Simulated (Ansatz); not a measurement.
# AlAs (zincblende type): how the settings move a single-point run

Aim: see which settings change the result for AlAs (zincblende type), by how much, and at what cost.

Program: Ansatz 0.2.0. Level of theory: reference: DFT, r2SCAN, all-electron PAW with datasets made for the crystal, scalar-relativistic. These are calculated values, not measurements.

## Step 1: The system as given

It takes space group F-43m (No. 216, cubic). Conventional cell: a = 5.441 Å, b = 5.441 Å, c = 5.441 Å, α = 90.00°, β = 90.00°, γ = 90.00°. Around Al (site symmetry -43m) lie 4 As at 2.36 Å. As (site symmetry -43m) has 4 Al at 2.36 Å as nearest neighbours.

Structure file:

```
CELL_PARAMETERS angstrom
0.00000 2.72042 2.72042
2.72042 0.00000 2.72042
2.72042 2.72042 0.00000
ATOMIC_POSITIONS crystal
Al 0.00000 0.00000 0.00000
As 0.25000 0.25000 0.25000
```

## Step 2: Baseline

Input file input.yaml:

```yaml
crystal:
  lattice:
    - [0.0, 2.720415541, 2.720415541]
    - [2.720415541, 0.0, 2.720415541]
    - [2.720415541, 2.720415541, 0.0]
  atoms:
    - { symbol: Al, position: [0.0, 0.0, 0.0] }
    - { symbol: As, position: [0.25, 0.25, 0.25] }
kpoints:
  mp_grid: { grid: [11, 11, 11] }
scf:
  occupations: { method: fermi_dirac, width: 0.08 }
hamiltonian:
  xc: r2scan
  pseudopotentials: { kind: all_electron, datasets: crystal }
output:
  forces: true
  stress: true
  eigenvalues: true
```

Run with:

```bash
ansatz run input.yaml --threads 1 --pin off --max-ram 2048MiB --backend cpu --events-out ev --progress --plain --runs-dir out
```

## Step 3: Changing settings: preconditioner ldos

Changes to input.yaml since step 2:

```diff
@@ -12,2 +12,3 @@
   occupations: { method: fermi_dirac, width: 0.08 }
+  mixing: { preconditioner: ldos }
 hamiltonian:
```

What does the calculation give? Wanted: for each run, ending; energy change; pressure; gap; force.

**Answer**, as computed:

```
                   run     ending  energy change  pressure (GPa)  gap (eV)  force (eV/Å)  cycles  time
             reference  converged              0            12.7      1.65          0.00      12  33 s
1: preconditioner ldos  converged   0.0 meV/atom            12.7      1.65          0.00      12  34 s
```

Residual by cycle in the longest SCF loop of each run; runs are numbered as in the table. The quantity is the density residual dr2, in eV.

```
cycle  reference    run 1
    1       1.04     1.04
    2      0.122    0.322
    3    0.00555   0.0229
    4     1.6e-4   8.6e-4
    5     2.6e-5   2.5e-5
    6     5.1e-6   8.2e-6
    7     1.0e-6   1.4e-6
    8     2.5e-7   3.8e-7
    9     1.2e-8   9.6e-9
   10     4.0e-9   6.2e-9
   11     7.1e-9   8.5e-9
   12    2.1e-10  1.5e-10
```

What this shows: Energy and cycle count are those of the reference, so the change (mixing) left the result and the number of cycles as they were. The structure is not at rest: the sound run finds 13 GPa, so these are no properties of the relaxed crystal. 
